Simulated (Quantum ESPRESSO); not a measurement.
WS2 in Quantum ESPRESSO: the effect of Hubbard term

The system is WS2.

```
CELL_PARAMETERS angstrom
1.57900 0.91164 6.16333
-1.57900 0.91164 6.16333
0.00000 -1.82327 6.16333
ATOMIC_POSITIONS crystal
W 0.00000 0.00000 0.00000
S 0.58100 0.58100 0.58100
S 0.75030 0.75030 0.75030
```

Measurements of this composition are mostly on another form, of space group No. 194.

Alike in all runs:

```yaml
Program: Quantum ESPRESSO 7.5
Task: Hubbard U by linear response
Functional: PBEsol
Potentials_or_basis: GBRV 1.5 PBEsol
Cutoff: 762 eV
Density_cutoff: 6095 eV
k_mesh: 4 × 4 × 4
Occupations: fermi-dirac, width 0.05 eV
Spin: no spin polarisation
Start_of_the_occupations: default
Hubbard_projectors: atomic
Mixing_beta: 0.3
Most_SCF_iterations: 120
SCF_threshold: 6e-10 Ry
q_mesh: 2 × 2 × 2
```

Problem. One run gave: gap on the mesh 1.52 eV; pressure -8.2 GPa; largest force 1.11 eV/Å. Which Hubbard term did it use?
A. W d U = 4.0 eV
B. W d U = 8.0 eV
C. W d U = 0.0001 eV
D. W d U = 2.0 eV
E. W d U = 6.0 eV

Solution. E.

```csv
Hubbard term,gap on the mesh (eV),pressure (GPa),largest force (eV/Å)
W d U = 0.0001 eV,1.33,-0.8,0.59
W d U = 2.0 eV,1.39,-3.2,0.62
W d U = 4.0 eV,1.45,-5.7,0.86
W d U = 6.0 eV,1.52,-8.2,1.11
W d U = 8.0 eV,1.59,-10.8,1.37
```

Caveats: all runs use coarse meshes; spin-orbit coupling is left out, which moves the levels of the heavy elements; forces of over 1 eV/Å show positions far from the minimum, so gaps and moduli don't describe the material at rest (some runs).

A k mesh can miss the band edges.

Not every run made on this cell is shown here.
